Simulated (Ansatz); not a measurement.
## A series in volume scale on Mo

Plane-wave DFT, scalar-relativistic PAW made under PBE with cores redone for the functional, no dispersion; the given relaxed cell is scaled uniformly, energy at zero smearing counts from the unscaled cell, pressure at the given Fermi-Dirac smearing is positive in compression. The results are calculated, by Ansatz 0.2.0.

The cell before it is scaled or strained (space group P6_3/mmc, No. 194):
```
cell vectors (Å)
   2.7708     0.0000     0.0000
  -1.3854     2.3996     0.0000
   0.0000     0.0000     4.9179
atoms (fractions of the cell vectors)
Mo  0.33333  0.66667  0.25000
Mo  0.66667  0.33333  0.75000
```

Settings of every row: spin polarised no; functional RPBE; wave cutoff 420 eV; smearing width 0.1 eV; k mesh 15x15x7.

Atom starting moment: 0 on all atoms.

Limits: all rows lie far from zero pressure; the cell comes from a prototype or a list of computed structures and needn't be the stable phase.

```csv
row,volume scale,V (Å³/atom),pressure (GPa),energy change per atom (meV)
1,0.88,14.387,37.88,205.61
2,0.92,15.041,22.59,84.05
3,0.96,15.695,?,?
4,1.04,17.003,-8.24,18.38
5,1.08,17.657,-14.92,67.13
6,1.12,18.311,-20.32,140.5
```

Question: what pressure and energy change per atom should row 3 give?

Worked fit of pressure. Take u = (V_r/V)^(2/3) − 1 with V_r = 17.003 Å³ an atom, which is twice the finite (Eulerian) strain; such expansions in the strain, on which the Birch-Murnaghan equation of state is built, carry the rest volume and the bulk modulus. The shown rows have u = 0.11782, 0.08517, 0, -0.02485, -0.04821. Least squares give pressure = −8.277 + 290.246 × u + 858.22 × u² GPa; a straight line predicts inner rows, each left out in turn, worse (root mean square 2.4 against 0.11 GPa). The rows lie off it by 0.05, -0.08, 0.04, 0.04, -0.04 (root mean square 0.052 GPa). The pressure vanishes at u = 0.0264, or V = 16.35 Å³ an atom, and there the bulk modulus at fixed shape and fractions is B = −V dP/dV = (2/3)(1 + u) dP/du = 230 GPa. Letting shape and atoms relax would as a rule lower it, by much in layered, chain or molecular crystals. The withheld row has u = 0.05481, so the fit gives −8.277 + 290.246 × (0.05481) + 858.22 × (0.05481)² = 10.21 GPa.

The calculation gave 10.14 GPa. The fit lies 0.07 GPa (0.12 % of the column's range) above it; its largest miss of a shown row is 0.08 GPa.

Worked fit of energy change per atom. Take u = (V_r/V)^(2/3) − 1 with V_r = 17.003 Å³ an atom, which is twice the finite (Eulerian) strain; such expansions in the strain, on which the Birch-Murnaghan equation of state is built, carry the rest volume and the bulk modulus. The shown rows have u = 0.11782, 0.08517, 0, -0.02485, -0.04821. Least squares give energy change per atom = 18.239 − 1341.375 × u + 24868.24 × u² meV; a straight line predicts inner rows, each left out in turn, worse (root mean square 70 against 0.46 meV). The rows lie off it by 0.20, -0.34, 0.14, 0.20, -0.21 (root mean square 0.23 meV). Its lowest point lies at u = 0.0270, or V = 16.34 Å³ an atom, and the curvature there gives the bulk modulus at fixed shape and fractions, B = (4/9)(1 + u)² E″(u)/V = 229 GPa. Letting shape and atoms relax would as a rule lower it, by much in layered, chain or molecular crystals. The withheld row has u = 0.05481, so the fit gives 18.239 − 1341.375 × (0.05481) + 24868.24 × (0.05481)² = 19.43 meV.

The calculation gave 19.02 meV. The fit lies 0.41 meV (2.2 % of the value, 0.22 % of the column's range) above it; its largest miss of a shown row is 0.34 meV.
